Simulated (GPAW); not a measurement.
Crystal: ZrC.

```xyz
2
Lattice="0.0000 2.3650 2.3650 2.3650 0.0000 2.3650 2.3650 2.3650 0.0000" Properties=species:S:1:pos:R:3 pbc="T T T"
Zr    2.3650    2.3650    2.3650
C     0.0000    0.0000    0.0000
```

- Program: GPAW 26.7.0
- Task: relaxation of cell and atoms
- Functional: PBEsol
- Potentials or basis: PAW data sets generated in the run's folder for this functional
- Cutoff: 800 eV
- Basis: pw
- k mesh: 10 × 10 × 10
- Occupations: fermi-dirac, width 0.05 eV
- Spin: no spin polarisation

At the start: pressure -9.3 GPa; volume 13.23 Å³/atom.

Task: Where does the relaxation end?

Result: Over 4 steps the energy falls by 16.1 meV/atom and the volume is 12.67 Å³/atom (-4.2 %); space group Fm-3m (No. 225, to 0.05 Å).

Step by step:
| step | energy change (eV) | largest force (eV/Å) | pressure (GPa) | volume (Å³) |
| --- | --- | --- | --- | --- |
| 1 | 0.0000 | 0.0000 | -9.31 | 26.46 |
| 2 | -0.0202 | 0.0000 | -5.93 | 26.02 |
| 3 | -0.0321 | 0.0000 | 0.28 | 25.31 |
| 4 | -0.0322 | 0.0000 | -0.01 | 25.35 |

Final structure:
```cif
data_structure
_symmetry_space_group_name_H-M 'P 1'
_symmetry_Int_Tables_number 1
_cell_length_a 3.2971
_cell_length_b 3.2971
_cell_length_c 3.2971
_cell_angle_alpha 60.000
_cell_angle_beta 60.000
_cell_angle_gamma 60.000
_cell_volume 25.35
loop_
_atom_site_label
_atom_site_type_symbol
_atom_site_fract_x
_atom_site_fract_y
_atom_site_fract_z
_atom_site_occupancy
Zr1 Zr 0.50000 0.50000 0.50000 1
C1 C 0.00000 0.00000 0.00000 1
```

Caveat: later steps reuse the first step's grids.
